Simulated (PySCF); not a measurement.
## Sb: equation of state with PBEsol

Sb:

```
CELL_PARAMETERS angstrom
3.35453 0.00000 0.00000
-1.67727 2.90511 0.00000
0.00000 0.00000 5.47016
ATOMIC_POSITIONS crystal
Sb 0.66667 0.33333 0.75000
Sb 0.33333 0.66667 0.25000
```

This isn't the form of Sb at room conditions, which is rhombohedral.

```
Program                                    : PySCF 2.14.0
Task                                       : equation of state
Functional                                 : PBEsol
Potentials or basis                        : DZVP-MOLOPT-SR/GTH-PBE (potentials made for PBE)
k mesh                                     : 9 × 9 × 5
Occupations                                : fermi-dirac, width 0.05 eV
Spin                                       : no spin polarisation
Symmetry                                   : yes
Density cutoff                             : 50 Ha
Exponents discarded below (exp_to_discard) : 0.02 1/bohr^2
Potentials                                 : Sb GTH-PBE-q5
Coulomb method                             : multigrid
```

| Item | Value |
| --- | --- |
| Equilibrium volume | 27.41 Å³/atom |
| Bulk modulus at fixed shape and positions | 62 GPa |
| Pressure derivative of the bulk modulus | 4.9 (rough: it moves with the points fitted) |

Energy against volume, from the lowest point:
```tsv
volume (Å³/atom)	energy (meV/atom)
25.055	46.18
25.588	26.32
26.121	12.47
26.654	3.90
27.187	0.00
27.720	0.30
28.253	4.42
```

It took 11 min on 2 threads of Arm Neoverse V2, with other jobs on the host.

Caveat: the potentials were made for another functional, which shifts forces and pressure; the cell was scaled at fixed shape and fractional positions, which overstates the stiffness of a crystal with free parameters, most of all of layers and chains; the basis of atomic orbitals isn't converged, which shifts pressures, moduli and gaps. Spin-orbit coupling is left out, which matters for the levels of Sb.
